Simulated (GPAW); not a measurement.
The system is ZnS (Wurtzite-2H).

```
Zn S
1.0
     3.81100    0.00000    0.00000
    -1.90550    3.30042    0.00000
     0.00000    0.00000    6.23400
Zn S
2 2
Direct
  0.66667 0.33333 0.50000
  0.33333 0.66667 0.00000
  0.66667 0.33333 0.88500
  0.33333 0.66667 0.38500
```

Base run:

* Program: GPAW 26.7.0
* Functional: r2SCAN
* Potentials or basis: GPAW PAW data sets (gpaw-data 1.2.1)
* Cutoff: 600 eV
* Basis: pw
* k mesh: 6 × 6 × 3
* Occupations: fermi-dirac, width 0.05 eV
* Spin: no spin polarisation

Its results: band gap on the k mesh 2.82 eV, direct; largest force 0.313 eV/Å.

Q: The run is repeated on the same cell with these changes: functional from r2SCAN to C09-vdW. What comes out?

A: Band gap on the k mesh 2.20 eV, direct; largest force 0.335 eV/Å.

Caveats: the PAW data sets were made with another functional, which shifts forces and pressure a little.

Not every run made on this cell is shown here.
